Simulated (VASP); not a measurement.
A run of VASP 6.6.1 is set up as follows.

The input INCAR:

```
ALGO = Fast ; EDIFF = 1E-7
ENCUT = 520 ; GGA = PE
ISIF = 2 ; ISMEAR = 0
LASPH = T ; LCHARG = F
LREAL = F ; LWAVE = F
NBANDS = 30 ; NELM = 100
PREC = Accurate ; SIGMA = 0.1
```

KPOINTS

```
k-points
0
Gamma
  12 12 16
```

File POSCAR:

```
Ag
1.0
    5.5374432610      0.0000000000      0.0000000000
   -2.7687216305      4.7955665361      0.0000000000
    0.0000000000      0.0000000000      2.8031899559
Ag
4
Direct
    0.5000000000      0.0000000000      0.0000000000
    0.0000000000      0.5000000000      0.0000000000
    0.5000000000      0.5000000000      0.0000000000
    0.0000000000      0.0000000000      0.5000000000
```

Potentials or basis: VASP PAW PBE potentials, release 64 (Ag).

Command:

```bash
$ cat potpaw_PBE.64/Ag/POTCAR > POTCAR
$ mpirun -np 1 vasp_std > vasp.out
```

Q: Estimate the pressure.

A: -0.1 GPa.

Q: What does it give for the band gap on the k mesh?

A: None (metal or under the smearing width).
